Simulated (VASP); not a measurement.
**VASP 6.6.1 run: BN**

INCAR

```
NSW = 0
ISIF = 2
METAGGA = R2SCAN
NELM = 120
ISYM = -1
IBRION = -1
EDIFF = 1E-7
LCHARG = .FALSE.
LWAVE = .FALSE.
LREAL = .FALSE.
LASPH = .TRUE.
PREC = Accurate
ISMEAR = 2
SIGMA = 0.005
ALGO = Normal
NBANDS = 11
ENCUT = 520
```

KPOINTS

```
KPOINTS created by Atomic Simulation Environment
0
Gamma
4 4 4
0 0 0
```

POSCAR

```
B  N
 1.0000000000000000
     0.0418970831000000    1.7925777840999999    1.7925777840999999
     1.7925777840999999    0.0418970831000000    1.7925777840999999
     1.7925777840999999    1.7925777840999999    0.0418970831000000
 B   N
   1   1
Cartesian
  0.0009819561621056  0.0009819561621056  0.0009819561621056
  0.9057812066628944  0.9057812066628944  0.9057812066628945
```

The recommended PBE PAW datasets give the neutral cell 8 valence electrons.

Command

```
mpirun -np 1 vasp_std
```

**Question.** How does this run end, and what does it give?

**Answer.** It converged. Results: gap between bands v and c on the k mesh 4.90 eV; least direct gap on the k mesh 8.84 eV; pressure 27.1 GPa. Band v is the last that the valence electrons fill when counted band by band, and c is the next.

OSZICAR

```
N       E                     dE             d eps       ncg     rms          rms(c)
DAV:   1     0.757424976001E+01    0.75742E+01   -0.51055E+03  1456   0.738E+02
DAV:   2    -0.218619475792E+02   -0.29436E+02   -0.28189E+02  1647   0.174E+02
DAV:   3    -0.223457060299E+02   -0.48376E+00   -0.48317E+00  1672   0.192E+01
DAV:   4    -0.223462253637E+02   -0.51933E-03   -0.51932E-03  1510   0.712E-01
DAV:   5    -0.223462258470E+02   -0.48337E-06   -0.48335E-06  1621   0.211E-02    0.705E+00
DAV:   6    -0.190278283098E+02    0.33184E+01   -0.18549E+00  1411   0.826E+00    0.385E+00
DAV:   7    -0.190116678395E+02    0.16160E-01   -0.33111E-01  1474   0.427E+00    0.193E+00
DAV:   8    -0.190099693634E+02    0.16985E-02   -0.49007E-02  1513   0.146E+00    0.188E-01
DAV:   9    -0.190093066645E+02    0.66270E-03   -0.65664E-03  1540   0.568E-01    0.105E-01
DAV:  10    -0.190093141311E+02   -0.74667E-05   -0.42676E-04  1531   0.166E-01    0.339E-02
DAV:  11    -0.190093135290E+02    0.60210E-06   -0.38236E-05  1582   0.467E-02    0.874E-03
DAV:  12    -0.190093141407E+02   -0.61164E-06   -0.16786E-06  1579   0.114E-02    0.158E-03
DAV:  13    -0.190093141171E+02    0.23607E-07   -0.14570E-07   827   0.284E-03
   1 F= -.19009314E+02 E0= -.19009314E+02  d E =-.833790E-54
```

Standard output (part)

```
POSCAR found type information on POSCAR B N
 POSCAR found :  2 types and       2 ions
 LDA part: xc-table for (None), standard interpolation
 POSCAR, INCAR and KPOINTS ok, starting setup
 WAVECAR not read
 entering main loop
```

These settings aren't sound, so the numbers aren't properties of the crystal.

On sound settings r²SCAN gives a gap of 4.93 eV on its mesh and a pressure of 26.3 GPa for the intended cell.
